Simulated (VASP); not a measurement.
Cu2O (Cuprite), 6 atoms in the cell. The structure is cubic, space group Pn-3m (No. 224). Conventional cell: a = 4.231 Å, b = 4.231 Å, c = 4.231 Å, α = 90.00°, β = 90.00°, γ = 90.00°. Cu (site symmetry -3m) has 2 O at 1.83 Å as nearest neighbours. O (site symmetry -43m) has 4 Cu at 1.83 Å as nearest neighbours. 

* Program: VASP 6.6.1
* Task: relaxation of the atoms
* Functional: PBEsol
* Potentials or basis: VASP PAW PBE potentials, release 64 (Cu, O)
* Cutoff: 600 eV
* k mesh: 6 × 6 × 6
* Occupations: gaussian, width 0.03 eV
* Spin: no spin polarisation
* Further INCAR settings: ALGO = Normal; EDIFF = 1e-07; IBRION = 2; EDIFFG = -0.01; NSW = 40

Potentials or basis: VASP PAW PBE potentials, release 64 (Cu, O).

Command:

```bash
$ cat potpaw_PBE.64/Cu/POTCAR potpaw_PBE.64/O/POTCAR > POTCAR
$ mpirun -np 2 vasp_std > vasp.out
```

Hardware: 2 MPI ranks on Intel(R) Xeon(R) 6975P-C (Granite Rapids) (shared host).

Task: Estimate the wall time of this run.

Result: Run time: 19 s on 2 MPI ranks on Intel(R) Xeon(R) 6975P-C (Granite Rapids), on a shared host, peak memory 0.21 GiB a rank. Counts: scf iterations 17, k points 20, ion steps 1.
